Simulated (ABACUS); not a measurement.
## Ag in ABACUS: the effect of functional

Crystal: Ag.

```
Ag
1.0
     2.87019    0.00000    0.00000
    -1.43509    2.48566    0.00000
     0.00000    0.00000    4.69222
Ag
2
Cartesian
  1.4351 0.8286 3.5192
  0.0000 1.6571 1.1731
```

This isn't the form of Ag at room conditions, which is fcc.

The cell isn't the ideal one: volume scaled by 0.94.

Alike in all runs:

```yaml
Program: ABACUS 3.10.1
Task: equation of state
Potentials_or_basis: SG15 ONCV 1.2 PBE
Cutoff: 1361 eV
Density_cutoff: 5442 eV
Basis: DZP LCAO (the cutoffs set its grid)
k_mesh: 7 × 7 × 4
Occupations: fermi-dirac, width 0.05 eV
Spin: no spin polarisation
```

Q: One run gave: pressure 1.6 GPa. Which functional did it use?
A. LDA
B. SCAN
C. r2SCAN
D. PBEsol

A: B.

```tsv
functional	pressure (GPa)
LDA	-6.2
PBEsol	-0.7
SCAN	1.6
r2SCAN	2.9
```

Caveats: all runs use coarse meshes; the atomic orbitals were generated for these runs and aren't a published set; the potentials were made for another functional, which shifts forces and pressure; the basis of atomic orbitals isn't converged, which shifts pressures, moduli and gaps.
